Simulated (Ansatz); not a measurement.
# Levels of theory for ZnO (h-MgO type)

All numbers come from Ansatz. No spin polarisation and no zero-point or thermal motion; the cell was built from a prototype and may be hypothetical.

Structure: ZnO, h-MgO type, at its r2SCAN minimum. It is hexagonal, P6_3/mmc (No. 194); a = 3.417 Å, c = 4.478 Å in the conventional setting, 11.32 Å³ an atom. Zn has 5 O at 1.97–2.24 Å; O has 5 Zn at 1.97–2.24 Å.

```cif
data_structure
_symmetry_space_group_name_H-M 'P6_3/mmc'
_symmetry_Int_Tables_number 194
_cell_length_a 3.4165
_cell_length_b 3.4165
_cell_length_c 4.4776
_cell_angle_alpha 90.000
_cell_angle_beta 90.000
_cell_angle_gamma 120.000
_cell_volume 45.26
loop_
_atom_site_label
_atom_site_type_symbol
_atom_site_symmetry_multiplicity
_atom_site_Wyckoff_symbol
_atom_site_fract_x
_atom_site_fract_y
_atom_site_fract_z
_atom_site_occupancy
Zn1 Zn 2 c 0.33333 0.66667 0.25000 1
O1 O 2 d 0.66667 0.33333 0.25000 1
```

Relaxed lattice by functional, symmetry kept:

| functional | k mesh | a (Å) | c (Å) | volume (Å³/atom) |
| --- | --- | --- | --- | --- |
| PBE | 12×12×6 | 3.444 | 4.618 | 11.86 |
| r2SCAN | 12×12×6 | 3.417 | 4.478 | 11.32 |
| PBEsol | 12×12×6 | 3.410 | 4.489 | 11.30 |
| LDA | 12×12×6 | 3.368 | 4.428 | 10.88 |
| HSE06 | 6×6×4 | 3.424 | 4.500 | 11.42 |

On this one geometry the levels give:
```
   level       k mesh  gap (eV)      kind  edges  least direct gap (eV)        rough cost
     LDA      12×12×6      0.94  indirect  H → Γ                   1.01   10 core-seconds
     PBE      12×12×6      1.02  indirect  H → Γ                   1.08   14 core-seconds
  r2SCAN      12×12×6      1.49  indirect  H → Γ                   1.52   24 core-seconds
   HSE06        6×6×4      2.73  indirect  H → Γ                   2.80    5 core-minutes
DDH-PBE0        6×6×4      2.96  indirect  H → Γ                   3.02    8 core-minutes
    PBE0        6×6×4      3.42  indirect  H → Γ                   3.49    5 core-minutes
 r2SCAN0        6×6×4      3.77  indirect  H → Γ                   3.82    6 core-minutes
 LC-ωPBE  6×6×4 alone      7.94  indirect  H → Γ                   7.99  2.1 core-minutes
```
PBE: smearing of 0.02 eV; the others have fixed occupations.
Wave cutoffs: 420 eV, 500 eV (r2SCAN, r2SCAN0).
A mesh marked alone had no extra points solved.
Costs come from shared machines and give only the order; PBE's includes the band path.

HSE06 gives an indirect gap of 2.73 eV, from H to Γ; the least direct gap is 2.80 eV at Γ.

r2SCAN covers 27 % of the step from PBE to HSE06, while HSE06 needs about 11 times r2SCAN's cost (on a coarser mesh). Direct and least gap lie within 0.04 eV at some levels, so the kind of gap isn't settled.

On the PBEsol cell (a = 3.410 Å, c = 4.489 Å), with PBEsol: One optical level at Γ is imaginary (108i cm⁻¹, printed negative): the cell isn't a minimum and would distort. The program warns that the force constants, and all that is formed from them, aren't settled on this k mesh. The electronic dielectric tensor ε∞ is 5.05 along x and y, 5.09 along z. Born charges, averaged over directions: Zn +2.20, O -2.20 e.

The meshes of the hybrids are coarse, so their gaps aren't converged to the digits shown.
